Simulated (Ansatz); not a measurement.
## Mg₂Si: electron density at the nuclei under pressure

```xyz
3
Lattice="0.0000 3.1950 3.1950 3.1950 0.0000 3.1950 3.1950 3.1950 0.0000" Properties=species:S:1:pos:R:3 pbc="T T T"
Mg    1.5975    1.5975    1.5975
Mg    4.7925    4.7925    4.7925
Si    0.0000    0.0000    0.0000
```

Atom numbers follow the list: Mg1, Mg2, Si3.

The cell comes from COD entry 9009039, which wasn't checked; take it as a given geometry. It differs from other determinations.

All numbers below come from DFT, LDA, all-electron PAW with datasets made for the crystal, scalar-relativistic (Ansatz 0.2.0).

Sampling and basis: a Γ-centred 11×11×11 k mesh, Fermi–Dirac smearing of 0.05 eV, cutoff 140 eV (chosen by the program for this cell), no spin polarisation.

The contact density is the mean electron density over the nuclear volume; its changes follow the s electrons' response to bonding and compression. Changes below are taken from the unscaled cell, where it is 7720.57 e/Å³ at Mg1, 12701.6 e/Å³ at Si3.

```json
{"V/V(cell)": "0.9400", "P (GPa)": "0.0", "Δρ(0) Mg1 (e/Å³)": "0.06", "Δρ(0) Si3 (e/Å³)": "-0.54"}
{"V/V(cell)": "0.9600", "P (GPa)": "-1.2", "Δρ(0) Mg1 (e/Å³)": "0.04", "Δρ(0) Si3 (e/Å³)": "-0.37"}
{"V/V(cell)": "0.9800", "P (GPa)": "-2.2", "Δρ(0) Mg1 (e/Å³)": "0.02", "Δρ(0) Si3 (e/Å³)": "-0.19"}
{"V/V(cell)": "0.9900", "P (GPa)": "-2.7", "Δρ(0) Mg1 (e/Å³)": "0.01", "Δρ(0) Si3 (e/Å³)": "?"}
{"V/V(cell)": "1.0000", "P (GPa)": "-3.2", "Δρ(0) Mg1 (e/Å³)": "0.00", "Δρ(0) Si3 (e/Å³)": "0.00"}
{"V/V(cell)": "1.0100", "P (GPa)": "-3.6", "Δρ(0) Mg1 (e/Å³)": "-0.01", "Δρ(0) Si3 (e/Å³)": "0.10"}
{"V/V(cell)": "1.0200", "P (GPa)": "-4.1", "Δρ(0) Mg1 (e/Å³)": "-0.01", "Δρ(0) Si3 (e/Å³)": "0.19"}
{"V/V(cell)": "1.0400", "P (GPa)": "-4.8", "Δρ(0) Mg1 (e/Å³)": "-0.02", "Δρ(0) Si3 (e/Å³)": "?"}
{"V/V(cell)": "1.0600", "P (GPa)": "-5.5", "Δρ(0) Mg1 (e/Å³)": "-0.02", "Δρ(0) Si3 (e/Å³)": "?"}
```

Question: Fill in "Δρ(0) Si3 (e/Å³)" for the row "1.0600".

Answer: 0.59.

Question: Give the missing entry: row "1.0400", column "Δρ(0) Si3 (e/Å³)".

Answer: 0.39.

Question: Give the missing entry: row "0.9900", column "Δρ(0) Si3 (e/Å³)".

Answer: -0.09.

The datasets are made afresh for each cell, so very small changes are uncertain.
